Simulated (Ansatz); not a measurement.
# Ti: the cost of one run

Method: DFT PBE, scalar-relativistic, plane waves, PAW, in Ansatz 0.2.0.

1 further run of the same task is left out (set aside as unsound or not needed). Runs told in other sessions of the task aren't counted.

### 1 The system as given

Symmetry: Im-3m, No. 229, cubic system. The conventional cell has a = 3.256 Å, b = 3.256 Å, c = 3.256 Å, α = 90.00°, β = 90.00°, γ = 90.00°. Ti (site symmetry m-3m) has 8 Ti at 2.82 Å in its first shell of neighbours.

Coordinates:

```xyz
1
Lattice="-1.6278 1.6278 1.6278 1.6278 -1.6278 1.6278 1.6278 1.6278 -1.6278" Properties=species:S:1:pos:R:3 pbc="T T T"
Ti    0.0000    0.0000    0.0000
```

This cell was relaxed beforehand with the same method: volume 17.25 Å³/atom, gap on the mesh none (metal).

### 2 Bulk reference on the slab's mesh

Input file input.yaml:

```yaml
crystal:
  lattice:
    - [3.2555055271, 0.0, 0.0]
    - [0.0, 3.2555055271, 0.0]
    - [1.6277527636, -1.6277527636, 1.6277527636]
  atoms:
    - { symbol: Ti, position: [0.0, 0.0, 0.0] }
basis:
  ecutwfc: 420
kpoints:
  mp_grid: { grid: [11, 11, 21] }
hamiltonian:
  xc: pbe
scf:
  occupations: { method: gaussian, width: 0.1 }
output:
  forces: true
  stress: true
  eigenvalues: true
```

Launch:

```bash
$ ansatz run input.yaml --threads 1 --pin off --max-ram 2560MiB --backend cpu --events-out ev --progress --plain --runs-dir out
```

**Question.** How long does this run take on 1 thread of Intel Xeon at 2.70GHz, shared host, and how much memory does it need?

About 5.8 s, with a peak of 0.43 GiB.
